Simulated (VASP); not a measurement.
MgSn2N2: relaxation of cell and atoms with PBE

MgSn2N2:

```xyz
5
Lattice="3.5000 0.0000 0.0000 -1.7500 3.0311 0.0000 0.0000 0.0000 8.4000" Properties=species:S:1:pos:R:3 pbc="T T T"
Mg    0.0000    0.0000    0.0000
Sn    1.7500    1.0104    1.9320
Sn    0.0000    2.0207    6.4680
N     0.0000    2.0207    1.0080
N     1.7500    1.0104    7.3920
```

The cell was built by a generator and needn't be a form met in nature.

```json
{
 "Program": "VASP 6.6.1",
 "Task": "relaxation of cell and atoms",
 "Functional": "PBE",
 "Potentials or basis": "VASP PAW PBE potentials, release 64 (Mg, Sn_d, N)",
 "Cutoff": "520 eV",
 "k mesh": "5 × 5 × 2",
 "Occupations": "gaussian, width 0.15 eV",
 "Spin": "no spin polarisation",
 "Further INCAR settings": "PREC = Normal; ALGO = Fast; EDIFF = 0.0001; IBRION = 2; EDIFFG = -0.08; NSW = 24; ISIF = 3"
}
```

```
Relaxed volume                         : 18.28 Å³/atom
Relaxed cell                           : a = 3.249 Å, b = 3.249 Å, c = 9.999 Å, α = 90.00°, β = 90.00°, γ = 120.00°
Space group after relaxing (to 0.05 Å) : P-3m1 (No. 164)
Energy gained by relaxing              : 559.6 meV/atom
Ionic steps                            : 15
Pressure after relaxing                : 0.4 GPa
Largest force after relaxing           : 0.073 eV/Å
Band gap on the k mesh                 : 1.52 eV, indirect (least direct gap 1.72 eV)
```

Forces in eV/Å, atoms in the order of the input:
```
Mg   0.000  0.000  0.000
Sn   0.000  0.000  0.073
Sn   0.000  0.000 -0.073
N    0.000  0.000  0.051
N    0.000  0.000 -0.051
```

Stress tensor (GPa, compression positive):
```
0.53 0.00 0.00
0.00 0.53 0.00
0.00 0.00 0.00
```

Step by step:
```csv
step,energy change (eV),largest force (eV/Å),pressure (GPa),volume (Å³)
1,0.0000,4.4644,14.34,89.11
2,-1.1406,1.5341,-10.15,111.09
3,-1.4349,0.8506,-5.42,103.56
4,-2.2657,1.5203,-5.96,99.67
5,-2.3805,1.8055,-6.05,98.01
6,-2.6789,0.6704,5.87,86.81
7,-2.7330,0.7238,2.35,89.67
8,-2.7846,0.2571,0.44,91.59
9,-2.7860,0.3273,0.36,91.87
10,-2.7895,0.1523,-0.69,92.50
11,-2.7899,0.1083,-0.10,92.31
12,-2.7899,0.1273,-0.49,92.37
13,-2.7900,0.1169,-0.41,92.34
14,-2.7932,0.0914,-0.10,91.99
15,-2.7978,0.0729,0.35,91.42
```

Final structure:
```
Mg Sn N
1.0
     3.24918    0.00000    0.00000
    -1.62459    2.81387    0.00000
     0.00000    0.00000    9.99900
Mg Sn N
1 2 2
Direct
  0.00000 0.00000 0.00000
  0.66667 0.33333 0.26077
  0.33333 0.66667 0.73923
  0.33333 0.66667 0.13019
  0.66667 0.33333 0.86981
```

Levels at points of the mesh, in eV from the valence-band top:
| k point | band 17 | band 18 | band 19 | band 20 | band 21 | band 22 | band 23 | band 24 |
| --- | --- | --- | --- | --- | --- | --- | --- | --- |
| (0.00, 0.00, 0.00) | -0.80 | -0.50 | -0.50 | -0.02 | 1.90 | 3.24 | 6.74 | 8.62 |
| (0.00, 0.00, 0.50) | -0.80 | -0.62 | -0.51 | -0.51 | 2.68 | 2.86 | 6.39 | 8.60 |

Wall time 62 s on 1 thread of Intel(R) Xeon(R) 6975P-C (Granite Rapids), with other jobs on the host, peak memory 0.16 GiB.

Caveat: spin-orbit coupling is left out, which moves the levels of the heavy elements; an odd mesh through Γ misses points on the zone boundary, where band edges often lie; the relaxation stopped at a loose force limit of 0.08 eV/Å, so its end isn't a converged minimum. A hybrid or GW would open this gap; PBE tends to underestimate it.
